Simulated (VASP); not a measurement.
Wanted: the native input for a VASP 6.6.1 run.

```
Task                   : relaxation of cell and atoms
Functional             : PBE
Potentials or basis    : VASP PAW PBE potentials, release 64 (Ni)
Cutoff                 : 520 eV
k mesh                 : 21 × 21 × 21
Occupations            : gaussian, width 0.1 eV
Spin                   : collinear spin, ferromagnetic start
Starting moments       : [1.0] μB
Further INCAR settings : ALGO = Normal; EDIFF = 1e-07; IBRION = 2; POTIM = 0.3; EDIFFG = -0.005; NSW = 60; ISIF = 3
```

The structure of Ni lies in POSCAR:

```
Ni                                      
1.0
   -0.0000000000      1.7588383509      1.7588383509
    1.7588383509      0.0000000000      1.7588383509
    1.7588383509      1.7588383509     -0.0000000000
  Ni            
     1
Direct
     0.0000000000000000    0.0000000000000000    0.0000000000000000
```

These files were run (other wordings do the same):

INCAR

```
PREC     = Accurate       # precision mode
ENCUT    = 520            # plane-wave cutoff, eV
EDIFF    = 1E-7           # SCF threshold, eV
ISMEAR   = 0              # smearing method
SIGMA    = 0.1            # smearing width, eV
LREAL    = F              # projectors in reciprocal space
LASPH    = T              # aspherical terms in the spheres
NELM     = 120            # most SCF steps
ALGO     = Normal         # electronic algorithm
ISIF     = 3              # what is computed and relaxed
LWAVE    = F              # write WAVECAR
LCHARG   = F              # write CHGCAR
ISPIN    = 2              # spin polarisation
MAGMOM   = 1              # initial moments
LORBIT   = 11             # projections on sites
LMAXMIX  = 4              # l up to which the mixer works
GGA      = PE             # functional
IBRION   = 2              # ionic algorithm
NSW      = 60             # ionic steps
EDIFFG   = -0.005         # ionic threshold
POTIM    = 0.3            # step
```

KPOINTS

```
Automatic mesh
0
Gamma
  21 21 21
```

Potentials or basis: VASP PAW PBE potentials, release 64 (Ni).

Command:

```bash
$ cat potpaw_PBE.64/Ni/POTCAR > POTCAR
$ mpirun -np 1 vasp_std > vasp.out
```

It gave:

* Pressure after relaxing: 0.0 GPa
* Band gap on the k mesh: none (metal or under the smearing width)
* Net moment: 0.61 μB per cell
* Site moments: Ni +0.62 μB
* Valence electrons inside the program's atomic spheres: Ni 9.31

Caveat: the relaxation stopped at its first step, so nothing moved.

It took 22 s on 1 thread of Intel(R) Xeon(R) 6975P-C (Granite Rapids) (shared host), peak memory 0.16 GiB.
